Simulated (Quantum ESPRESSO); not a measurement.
**SnTe under changes of volume**

One of the cells (31.281 Å³/atom); the others are scaled copies at fixed shape and fractional positions:

```xyz
2
Lattice="0.0000 3.1509 3.1509 3.1509 0.0000 3.1509 3.1509 3.1509 0.0000" Properties=species:S:1:pos:R:3 pbc="T T T"
Te    3.1509    3.1509    3.1509
Sn    0.0000    0.0000    0.0000
```

```yaml
Program: Quantum ESPRESSO 7.5
Functional: PBEsol
Potentials_or_basis: PseudoDojo 0.4.1 SR PBEsol standard
Cutoff: 1088 eV
Density_cutoff: 4354 eV
k_mesh: 7 × 7 × 7
Occupations: fermi-dirac, width 0.05 eV
Spin: no spin polarisation
```

| volume (Å³/atom) | energy over the lowest point (meV/atom) | pressure (GPa) |
| --- | --- | --- |
| 29.404 | 14.30 | 2.9 |
| 30.030 | 5.23 | 1.7 |
| 30.656 | ? | ? |
| 31.281 | 0.00 | -0.3 |
| 31.907 | 2.93 | -1.2 |
| 32.532 | 9.06 | -2.0 |
| 33.158 | 18.04 | -2.7 |

Question: What does the run at 30.656 Å³/atom give?

Answer: Energy over the lowest point 0.63 meV/atom; pressure 0.6 GPa.

Worked out: A Birch-Murnaghan fit of order 3 (a polynomial in V^(-2/3)) to the other rows has its minimum at 31.07 Å³/atom with B0 = V·E''(V) = 47 GPa and B' = 4.5. It gives 0.62 meV/atom at 30.656 Å³/atom, against the run's 0.63, and -dE/dV = 0.7 GPa, against 0.6.

Energies are extrapolated to zero smearing.
